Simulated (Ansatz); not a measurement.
N started at a second open point in diamond Si, 65 atoms, charge +1

All numbers come from Ansatz (PAW, plane waves, no spin–orbit coupling) at the single k point (¼, ¼, ¼) without its symmetry partners. The atoms were relaxed with PBEsol in a fixed cell; other functionals are single points on those atoms unless said otherwise. The valence top and gap of the host come from its small cell on a dense mesh, with the band extrema sought between the mesh points, lined up by the mean potential, PBEsol gap 0.46 eV, HSE06 gap 1.13 eV, r²SCAN gap 0.76 eV. The charge correction uses an assumed dielectric constant of 11.7.

Cell: a = 10.866 Å, b = 10.866 Å, c = 10.866 Å, α = 90.00°, β = 90.00°, γ = 90.00°.

Nearest atoms after relaxation, from the placed atom (for vacancies from the middle of the vacant sites): Si at 1.71 Å, Si at 1.78 Å, Si at 1.78 Å, Si at 3.25 Å, Si at 3.26 Å, Si at 3.26 Å, Si at 3.27 Å, Si at 3.35 Å.

Chemical potentials μ are those of reference phases of the elements at zero temperature by the same functional (the usual solids, diamond for C, grey Sn, and the molecules H2, N2, O2, F2, Cl2, Br2 and S8).

| functional | E(defect) − E(host) − Σ nμ + q·E_VBM (eV) | monopole (eV) | alignment (eV) | formation energy at E_F = VBM (eV) | moment (μB) | wall time, shared host |
| --- | --- | --- | --- | --- | --- | --- |
| PBEsol | 0.60 | 0.16 | 0.00 | 0.76 | 0 (no spin) | 72 s on NVIDIA H100 (relaxation) |
| HSE06 | 0.77 | 0.16 | 0.00 | 0.93 | 0 (no spin) | 48 s on NVIDIA H100 |
| r²SCAN | 0.81 | 0.16 | 0.00 | 0.97 | 0 (no spin) | 16 s on NVIDIA H100 |

**Question.** How does the monopole term follow by hand for this cubic cell?

**Answer.** q²·α·e²/(4πε₀)/(2εL) with the Madelung constant α = 2.837 and e²/4πε₀ = 14.40 eV·Å: 1 × 2.837 × 14.40 / (2 × 11.7 × 10.866) = 0.16 eV.

HSE06 one-electron levels near the gap (the ten most localised at most), from the host's valence top, not corrected for the charge's images:

| level (eV) | spin | filling | atoms sharing it | element of the atom with most weight |
| --- | --- | --- | --- | --- |
| -0.27 | both | 2.00 | 61.8 | spread |
| 1.04 | both | 0.00 | 9.5 | Si |
| 1.41 | both | 0.00 | 47.9 | spread |

r²SCAN one-electron levels near the gap (the ten most localised at most), from the host's valence top, not corrected for the charge's images:

```tsv
level (eV)	spin	filling	atoms sharing it	element of the atom with most weight
-0.25	both	2.00	61.8	spread
0.66	both	0.00	9.7	Si
1.02	both	0.00	46.8	spread
```

One k point and a cell of this size can leave errors of several tenths of an eV in such numbers.
